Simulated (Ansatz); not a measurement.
**ZnO: a single-point run**

Aim: a sound single-point run of ZnO. The structure is shown as the input types it. The cell is built on a prototype (rocksalt) and needn't be the phase found in nature.

Computed with Ansatz 0.2.0 (density functional or hybrid calculation with the settings of its input, plane waves (as first typed), unless a step's input says otherwise).

4 further runs of the same task are left out: 1 for a known fault of the program, 3 that didn't finish.

## (1) The system as given

Symmetry: Fm-3m, No. 225, cubic system. Conventional cell: a = 4.268 Å, b = 4.268 Å, c = 4.268 Å, α = 90.00°, β = 90.00°, γ = 90.00°. Zn (site symmetry m-3m) is surrounded by 6 O at 2.13 Å. Around O (site symmetry m-3m) lie 6 Zn at 2.13 Å.

Coordinates:

```xyz
2
Lattice="0.0000 2.1338 2.1338 2.1338 0.0000 2.1338 2.1338 2.1338 0.0000" Properties=species:S:1:pos:R:3 pbc="T T T"
Zn    0.0000    0.0000    0.0000
O     2.1338    2.1338    2.1338
```

## (2) Running it

Input file input.yaml:

```yaml
crystal:
  lattice:
    - [0.0, 2.1337703963, 2.1337703963]
    - [2.1337703963, 0.0, 2.1337703963]
    - [2.1337703963, 2.1337703963, 0.0]
  atoms:
    - { symbol: Zn, position: [0.0, 0.0, 0.0] }
    - { symbol: O, position: [0.5, 0.5, 0.5] }
kpoints:
  mp_grid: { grid: [8, 8, 8] }
hamiltonian:
  xc: r2scan
scf:
  occupations: { method: fixed }
  n_extra_bands: 4
  max_iter: 68
output:
  forces: true
  stress: true
  eigenvalues: true
basis:
  ecutwfc: 120
```

On the command line:

```
> ansatz run input.yaml --threads 4 --pin off --max-ram 3686MiB --backend cpu --events-out ev --progress --plain --runs-dir out
```

**Question.** How will this run end, and is anything wrong with its input?

This run ends as converged, with warnings (band overlap at count, cutoff below recommended, metallic iterate). It gives a pressure of -33 GPa, which is large.

The suspect setting: basis.ecutwfc is 120. The cutoff lies far under what these potentials need. The potentials' recommended cutoff is 500 eV.

Run again and compare: delete basis.ecutwfc (the default then holds).
